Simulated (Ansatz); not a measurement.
# diamond against fcc along the 4d metals

Method: Ansatz, DFT, revPBE, plane waves (420 eV) with PAW, scalar-relativistic. (PAW data from PBE, frozen cores regenerated.)

Each structure is relaxed within its symmetry, in the lowest magnetic state of the tried starts. Differences under about 8 meV lie within the error of the k-point mesh.

```json
{"element": "Y", "E(diamond) − E(fcc) (meV/atom)": "1954", "V(diamond) (Å³/atom)": "49.50", "V(fcc) (Å³/atom)": "33.57", "state of diamond": "spin not included", "state of fcc": "spin not included"}
{"element": "Zr", "E(diamond) − E(fcc) (meV/atom)": "2360", "V(diamond) (Å³/atom)": "31.98", "V(fcc) (Å³/atom)": "23.64", "state of diamond": "spin not included", "state of fcc": "spin not included"}
{"element": "Nb", "E(diamond) − E(fcc) (meV/atom)": "2189", "V(diamond) (Å³/atom)": "26.38", "V(fcc) (Å³/atom)": "19.03", "state of diamond": "spin not included", "state of fcc": "spin not included"}
{"element": "Mo", "E(diamond) − E(fcc) (meV/atom)": "1772", "V(diamond) (Å³/atom)": "23.37", "V(fcc) (Å³/atom)": "16.20", "state of diamond": "spin not included", "state of fcc": "spin not included"}
{"element": "Ru", "E(diamond) − E(fcc) (meV/atom)": "1018", "V(diamond) (Å³/atom)": "20.55", "V(fcc) (Å³/atom)": "14.00", "state of diamond": "spin not included", "state of fcc": "spin not included"}
{"element": "Rh", "E(diamond) − E(fcc) (meV/atom)": "1054", "V(diamond) (Å³/atom)": "21.36", "V(fcc) (Å³/atom)": "14.24", "state of diamond": "spin not included", "state of fcc": "non-magnetic"}
{"element": "Pd", "E(diamond) − E(fcc) (meV/atom)": "1050", "V(diamond) (Å³/atom)": "25.29", "V(fcc) (Å³/atom)": "15.69", "state of diamond": "ferromagnetic", "state of fcc": "spin not included"}
{"element": "Ag", "E(diamond) − E(fcc) (meV/atom)": "690", "V(diamond) (Å³/atom)": "31.71", "V(fcc) (Å³/atom)": "18.43", "state of diamond": "spin not included", "state of fcc": "spin not included"}
{"element": "Cd", "E(diamond) − E(fcc) (meV/atom)": "260", "V(diamond) (Å³/atom)": "40.54", "V(fcc) (Å³/atom)": "23.97", "state of diamond": "spin not included", "state of fcc": "spin not included"}
```
